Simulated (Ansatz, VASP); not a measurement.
# AlN in two plane-wave programs, part 2 of 2

Aim: how closely do two programs agree when they are given the same cell, functional and k mesh?  Other levels of theory on this material are compared in a session of their own.

VASP 6.6.1 and Ansatz 0.2.0.

So far. Step 2 (VASP: band structure, LDA): The run ends at a pressure of -4.42 GPa, with forces up to 0.19 eV/Å.

### 5. Ansatz: dielectric response, LDA

Level of this step: Ansatz beside VASP: Kohn-Sham DFT, plane waves, LDA (Ansatz).

The response to a field tests empty states and converges slowly with the mesh.

The cell is taken from a series of VASP runs on this material, whose earlier steps may have relaxed, scaled or displaced it; both programs get it as it stands.

File input.yaml:

```yaml
crystal:
  lattice:
    - [3.111, 0.0, 0.0]
    - [-1.5555, 2.6942050312, 0.0]
    - [0.0, 0.0, 4.978]
  atoms:
    - { symbol: Al, position: [0.6666666667, 0.3333333333, 0.5] }
    - { symbol: Al, position: [0.3333333333, 0.6666666667, 0.0] }
    - { symbol: "N", position: [0.6666666667, 0.3333333333, 0.885] }
    - { symbol: "N", position: [0.3333333333, 0.6666666667, 0.385] }
hamiltonian:
  xc: lda
  pseudopotentials: { kind: paw }
kpoints:
  mp_grid: { grid: [10, 10, 6] }
scf:
  occupations: { method: fixed }
dielectric:
  method: response
```

On the command line:

```sh
ansatz run input.yaml --threads 2 --pin off --max-ram 4608MiB --backend cpu --events-out ev --progress --plain --runs-dir out
```

Numbers of over 12 decimals in the logs are rounded to 6 here.

The log of the run:

```text
[...]
Crystal: 4 atoms, lattice volume = 41.724 Å³
Basis set: ecut = 420 eV, 809 PW (Γ), exchange–correlation on 48×48×72 points (8 copies of the dense FFT grid, shifted against one another)
Bands: 12, of which v1, the nominal top of the filled ones, is band 8 counted from 1 (7 counted from 0)
Symmetry: 12 space group operations
k-points: 172 of 600 (irreducible under 2 space group operations, time reversal used)
[...]
-0.00000    2.52798   -0.00000
[...]
site 2:
[...]
-0.00000    0.00000   -2.69736
    site 3:
        -2.52798   -0.00000    0.00000
         0.00000   -2.52798   -0.00000
        -0.00000    0.00000   -2.69736
  Z* charge neutrality: 1.914e-3 e pre-enforcement
  solved inside a basis spanned on kpoints, on 10×10×6 k-points, its susceptibility summed on 16×16×10: ε∞ is read to err by 1.4e-2, Z* by 1.1e-2 e (field_mesh: kpoints solves on kpoints); Z* is corrected for what the basis lacks
[key lines of the parts left out:]
SCF converged after 7 iterations
Free energy (F): -1779.699096 eV
Fermi energy:    6.922401 eV
```

Run time: 36 s. Hardware: 2 threads of Arm Neoverse V2, shared host; peak memory 0.55 GiB; 71 s of CPU time.

### 6. VASP: dielectric response, LDA

The same cell, functional (in two slightly different forms) and mesh now go to VASP, with its own data sets and cutoff.

File INCAR:

```
SYSTEM = AlN
PREC = Accurate
ENCUT = 460
EDIFF = 1E-08
NELM = 100
ISMEAR = 0
SIGMA = 0.01
LREAL = .FALSE.
ALGO = Normal
GGA = CA
NBANDS = 14
LORBIT = 11
LWAVE = .FALSE.
LCHARG = .FALSE.
KPAR = 4
LEPSILON = .TRUE.
```

File POSCAR:

```
AlN
1.0
    3.1110000000      0.0000000000      0.0000000000
   -1.5555000000      2.6942050312      0.0000000000
    0.0000000000      0.0000000000      4.9780000000
Al N
2 2
Direct
    0.6666666667      0.3333333333      0.5000000000
    0.3333333333      0.6666666667      0.0000000000
    0.6666666667      0.3333333333      0.8850000000
    0.3333333333      0.6666666667      0.3850000000
```

File KPOINTS:

```
Automatic mesh
0
Gamma
10 10 6
0 0 0
```

The projector-augmented-wave data sets are Al and N (LDA family, release 64).

On the command line:

```sh
mpirun -np 4 vasp_std
```

The log of the run:

```text
[... set-up lines as in an earlier step ...]
 entering main loop
       N       E                     dE             d eps       ncg     rms          rms(c)
DAV:   1     0.372989424445E+02    0.37299E+02   -0.69657E+03  1568   0.927E+02
DAV:   2    -0.344307229924E+02   -0.71730E+02   -0.66128E+02  2202   0.184E+02
DAV:   3    -0.378567683782E+02   -0.34260E+01   -0.34093E+01  2078   0.419E+01
DAV:   4    -0.378764035890E+02   -0.19635E-01   -0.19634E-01  1766   0.384E+00
[...]
DAV:  13    -0.328334186315E+02    0.19924E-06   -0.12140E-06  2000   0.824E-03    0.123E-03
DAV:  14    -0.328334186476E+02   -0.16152E-07   -0.20420E-08  1838   0.114E-03    0.124E-03
DAV:  15    -0.328334186483E+02   -0.63096E-09   -0.62349E-09  1276   0.628E-04
   1 F= -.32833419E+02 E0= -.32833419E+02  d E =-.849586E-66
 Linear response reoptimize wavefunctions to high precision
DAV:   1    -0.328334186480E+02    0.22965E-09   -0.28611E-10  1414   0.128E-04
DAV:   2    -0.328334186480E+02    0.77307E-11   -0.32203E-11  1162   0.457E-05
 Linear response G [H, r] |phi>, progress :
  Direction:   1
[...]
RMM:   9    -0.422894437019E+00   -0.69942E-06   -0.34946E-08  7995   0.148E-04    0.122E-05
RMM:  10    -0.422894427804E+00    0.92153E-08    0.29333E-10  5400   0.635E-05    0.418E-06
 change of polarisation eV/A/(eV/A) component  2 :    -0.092     0.789    -0.000
 dielectric tensor                  component  2 :    -0.398     4.424    -0.000
 Linear response to external field, progress :
  Direction:   3
       N       E                     dE             d eps       ncg     rms          rms(c)
RMM:   1    -0.437907534161E+00   -0.43791E+00   -0.16199E+00  3229   0.298E+00
RMM:   2    -0.447689132685E+00   -0.97816E-02   -0.44294E-03  2640   0.346E-01    0.982E-01
RMM:   3    -0.435951951314E+00    0.11737E-01   -0.71058E-03  2549   0.529E-01    0.579E-01
RMM:   4    -0.450704879269E+00   -0.14753E-01   -0.10736E-02  2604   0.661E-01    0.681E-02
[...]
RMM:   8    -0.453003316486E+00   -0.20447E-04   -0.32906E-08  2941   0.112E-03    0.212E-04
RMM:   9    -0.453004489504E+00   -0.11730E-05   -0.19996E-08  2766   0.221E-04    0.313E-05
RMM:  10    -0.453004085155E+00    0.40435E-06   -0.42238E-08  1807   0.669E-05    0.780E-06
 change of polarisation eV/A/(eV/A) component  3 :    -0.071    -0.050     0.848
 dielectric tensor                  component  3 :    -0.308    -0.216     4.679
 Born effective charges drift removed
```

From OUTCAR (step 6):

```text
  Total       -1.0056641     -1.0056641     -1.4164761      0.0000000      0.0000000      0.0000000
  in kB      -38.6169515    -38.6169515    -54.3919090      0.0000000      0.0000000      0.0000000
  external PRESSURE =     -43.8752707 kB  Pullay stress =       0.0000000 kB

 POSITION                                       TOTAL-FORCE (eV/Angst)
 -----------------------------------------------------------------------------------
      1.55550      0.89807      2.48900        -0.000000      0.000000      0.186540
     -0.00000      1.79614      0.00000         0.000000     -0.000000      0.186540
      1.55550      0.89807      4.40553         0.000000      0.000000     -0.186540
     -0.00000      1.79614      1.91653         0.000000      0.000000     -0.186540
 -----------------------------------------------------------------------------------
    total drift:                               -0.000000      0.000000      0.000482

 MACROSCOPIC STATIC DIELECTRIC TENSOR (including local field effects in DFT)
 ------------------------------------------------------
           4.423738     0.000000     0.000000
           0.000000     4.423738    -0.000000
           0.000000    -0.000000     4.679088
 ------------------------------------------------------

[... 1 part as in an earlier step ...]

[... 1 further part left out ...]
```

### 7. Differences

What differs besides the data sets and the points named for the pairs above, as far as they apply: VASP's response is taken on the typed mesh, Ansatz refines its own for the field response alone. Total energies have different zeros and are not compared.

Compared:

```csv
quantity,Ansatz,VASP,difference
ε∞ xx,4.43,4.42,+0.04 %
ε∞ yy,4.43,4.42,+0.04 %
ε∞ zz,4.68,4.68,+0.04 %
Born charge of Al1 (mean of the diagonal) (e),2.58,2.57,+0.02
Born charge of N3 (mean of the diagonal) (e),-2.58,-2.57,-0.02
```

### 8. What came out

- difference in gap over the path points (band structure, LDA): -0.0069 eV
- difference in ε∞ xx (dielectric response, LDA): 0.042 %

The difference in gap over the path points is -0.0069 eV (band structure, LDA), within the 0.08 eV picked in this series as the mark of a large difference. 9 further runs of this series are not shown here. Such differences can come from data sets, numerical settings and the points named under the comparisons, not from the functional's error against experiment.

[Lines on the potential files, build, host, timing and source positions are cut from VASP's logs without a mark.]

[Logs are printed without paths, hosts, clocks, repeated set-up lines and the standing remarks that a program may print on its own settings, such as how far it seeks lower states.]

[Hosts, paths, dates, database ids (printed as entryN), source tags and the programs' standing remarks are cut or masked in the printed files.]
